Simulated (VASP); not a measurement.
**A VASP 6.6.1 single-point calculation on Ge**

INCAR

```
EDIFF = 1E-7
SIGMA = 0.02
IVDW = 21
NSW = 0
LWAVE = .FALSE.
GGA = PE
ENCUT = 520
LASPH = .TRUE.
ISMEAR = -1
LREAL = Auto
LCHARG = .FALSE.
NELM = 91
IBRION = -1
NBANDS = 21
ISIF = 2
PREC = Accurate
```

KPOINTS

```
KPOINTS created by Atomic Simulation Environment
0
Gamma
8 8 8
0 0 0
```

POSCAR

```
Ge
 1.0000000000000000
     0.0000000000000000    2.7801360418000001    2.7801360418000001
     2.7801360418000001    0.0000000000000000    2.7801360418000001
     2.7801360418000001    2.7801360418000001    0.0000000000000000
 Ge
   2
Cartesian
  0.0000000000000000  0.0000000000000000  0.0000000000000000
  1.3900680208999998  1.3900680208999998  1.3900680208999998
```

The recommended PBE PAW datasets give the neutral cell 28 valence electrons.

Command

```
mpirun -np 1 vasp_std
```

Question: How does this run end, and what does it give?

Answer: It converged. Results: gap between bands v and c on the k mesh 0.35 eV; least direct gap on the k mesh 0.52 eV; pressure 6.8 GPa. Band v is the last that the valence electrons fill when counted band by band, and c is the next.

OSZICAR

```
N       E                     dE             d eps       ncg     rms          rms(c)
DAV:   1     0.194424459131E+03    0.19442E+03   -0.14554E+04  1355   0.372E+03
DAV:   2     0.191573341690E+02   -0.17527E+03   -0.16885E+03  1223   0.643E+02
DAV:   3    -0.811835342419E+01   -0.27276E+02   -0.27116E+02  1393   0.143E+02
DAV:   4    -0.900938108151E+01   -0.89103E+00   -0.89061E+00  1373   0.304E+01
DAV:   5    -0.902361200297E+01   -0.14231E-01   -0.14231E-01  1363   0.424E+00    0.344E+00
DAV:   6    -0.895258306415E+01    0.71029E-01   -0.24319E-02  1368   0.137E+00    0.204E+00
DAV:   7    -0.891608447695E+01    0.36499E-01   -0.55676E-02  1452   0.198E+00    0.151E-01
DAV:   8    -0.891786075532E+01   -0.17763E-02   -0.59308E-03  1348   0.851E-01    0.444E-02
DAV:   9    -0.891799702934E+01   -0.13627E-03   -0.19905E-04  1437   0.175E-01    0.151E-02
DAV:  10    -0.891800631401E+01   -0.92847E-05   -0.24581E-05  1431   0.642E-02    0.657E-03
DAV:  11    -0.891800766151E+01   -0.13475E-05   -0.44670E-06  1382   0.305E-02    0.165E-03
DAV:  12    -0.891800779625E+01   -0.13473E-06   -0.16840E-07  1116   0.359E-03    0.510E-04
DAV:  13    -0.891800778354E+01    0.12707E-07   -0.11313E-08   794   0.129E-03
   1 F= -.95324889E+01 E0= -.95324885E+01  d E =-.853273E-06
```

For comparison, a separate PBE run of the intended cell, on usual settings and not on those above, gives a gap of 0.35 eV on its mesh and a pressure of 8.0 GPa.
